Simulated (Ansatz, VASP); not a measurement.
Al2Cu in VASP and in Ansatz

File INCAR:

```
PREC = Accurate
ENCUT = 520
EDIFF = 1E-6
ISMEAR = 0
SIGMA = 0.15
LREAL = F
LASPH = T
NELM = 100
ALGO = Normal
ISIF = 2
LWAVE = F
LCHARG = F
GGA = PS
NBANDS = 16
```

The input KPOINTS:

```
regular mesh
0
Gamma
  10 10 14
```

The input POSCAR:

```
Al2Cu
1.0
    3.9412606183      0.0000000000      0.0000000000
    0.0000000000      3.9412606183      0.0000000000
    0.0000000000      0.0000000000      3.0451069876
Al Cu
2 1
Direct
    0.5000000000      0.0000000000      0.5000000000
    0.0000000000      0.5000000000      0.5000000000
    0.0000000000      0.0000000000      0.0000000000
```

Input for Ansatz:

```yaml
crystal:
  lattice:
    - [3.9412606183, 0.0, 0.0]
    - [0.0, 3.9412606183, 0.0]
    - [0.0, 0.0, 3.0451069876]
  atoms:
    - { symbol: Al, position: [0.5, 0.0, 0.5] }
    - { symbol: Al, position: [0.0, 0.5, 0.5] }
    - { symbol: Cu, position: [0.0, 0.0, 0.0] }
basis:
  ecutwfc: 520.0
kpoints:
  mp_grid: { grid: [10, 10, 14] }
hamiltonian:
  xc: pbesol
  pseudopotentials: { kind: paw, azcp: { folder: soft_1 } }
scf:
  occupations: { method: gaussian, width: 0.15 }
output:
  forces: true
  stress: true
  eigenvalues: true
```

Change from the starting cell: mode 4 frozen in at +0.000 Å, strain +e along z and -e/2 along x and y +0.0700.

Alike in both runs: task single point; functional PBEsol; k mesh 10 × 10 × 14; occupations gaussian, width 0.15 eV; no spin polarisation.

```csv
,VASP,Ansatz
version,VASP 6.6.1,Ansatz 0.2.0
potentials or method,"VASP PAW PBE potentials, release 64 (Al, Cu)","scalar-relativistic, plane waves, PAW"
plane-wave cutoff (eV),520,520
valence electrons in the cell,17,25
```

|  | VASP | Ansatz | Ansatz less VASP |
| --- | --- | --- | --- |
| gap on the k mesh at the Fermi level (eV) | none | none | - |
| pressure (GPa) | 1.2 | 1.2 | -0.07 |
| largest component of the traceless stress (GPa) | 5.98 | 6.00 | +0.018 |

A gap of «none» marks a metal or a gap that the smearing closes. The two sets of potentials don't hold the same shells in valence. Ansatz warned: «pseudo_functional_mismatch».

Caveats: the PAW data sets were made with another functional, which shifts forces and pressure a little (VASP).
